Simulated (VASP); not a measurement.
Input of a VASP 6.6.1 run:

File INCAR:

```
PREC = Accurate
ENCUT = 520
EDIFF = 1E-7
ISMEAR = -1
SIGMA = 0.05
LREAL = F
LASPH = T
NELM = 80
ALGO = Normal
ISIF = 2
LWAVE = F
LCHARG = T
GGA = PE
LELF = T
LVHAR = T
NBANDS = 15
```

KPOINTS

```
Automatic mesh
0
Gamma
  10 10 10
```

POSCAR

```
TaN
1.0
    0.0000000000      2.1790013100      2.1790013100
    2.1790013100      0.0000000000      2.1790013100
    2.1790013100      2.1790013100      0.0000000000
Ta N
1 1
Direct
    0.4783750000      0.5120370000      0.5196850000
    0.0138300000      0.0017030000     -0.0007190000
```

Potentials or basis: VASP PAW PBE potentials, release 64 (Ta_pv, N).

Run with:

```bash
$ cat potpaw_PBE.64/Ta_pv/POTCAR potpaw_PBE.64/N/POTCAR > POTCAR
$ mpirun -np 1 vasp_std > vasp.out
```

Problem. Predict the pressure.

Solution. 17.0 GPa.

Problem. Predict the largest force.

Solution. 0.888 eV/Å.

Forces in eV/Å, atoms in the order of the input:
```
Ta  -0.642  0.313  0.528
N    0.642 -0.313 -0.528
```

Spin-orbit coupling is left out, which matters for the levels of Ta.
